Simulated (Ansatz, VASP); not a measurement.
**Al3GaAs4: VASP beside Ansatz**

```
CELL_PARAMETERS angstrom
5.73310 0.00000 0.00000
0.00000 5.73310 0.00000
0.00000 0.00000 5.73310
ATOMIC_POSITIONS crystal
Al 0.00000 0.50000 0.50000
Al 0.50000 0.50000 0.00000
Al 0.50000 0.00000 0.50000
Ga 0.00000 0.00000 0.00000
As 0.74911 0.74911 0.25089
As 0.74911 0.25089 0.74911
As 0.25089 0.74911 0.74911
As 0.25089 0.25089 0.25089
```

Alike in both runs: functional PBE; k mesh 6 × 6 × 6; no spin polarisation.

Ansatz relaxed the structure, and its values are those at the end. VASP's run is a single point on that final structure, the one shown.

```csv
,VASP,Ansatz
version,VASP 6.6.1,Ansatz 0.2.0
potentials or method,"VASP PAW PBE potentials, release 64 (Al, Ga_d, As)","scalar-relativistic, plane waves, PAW"
plane-wave cutoff (eV),520,420
occupations,"gaussian, width 0.01 eV",fixed
valence electrons in the cell,42,82
```

```csv
,VASP,Ansatz,Ansatz less VASP
gap on the k mesh at the Fermi level (eV),1.03,1.03,+0.005
least direct gap on the mesh (eV),1.16,1.16,0.000
pressure (GPa),0.2,0.0,-0.16
```

The two sets of potentials don't hold the same shells in valence.

A k mesh can miss the band edges.
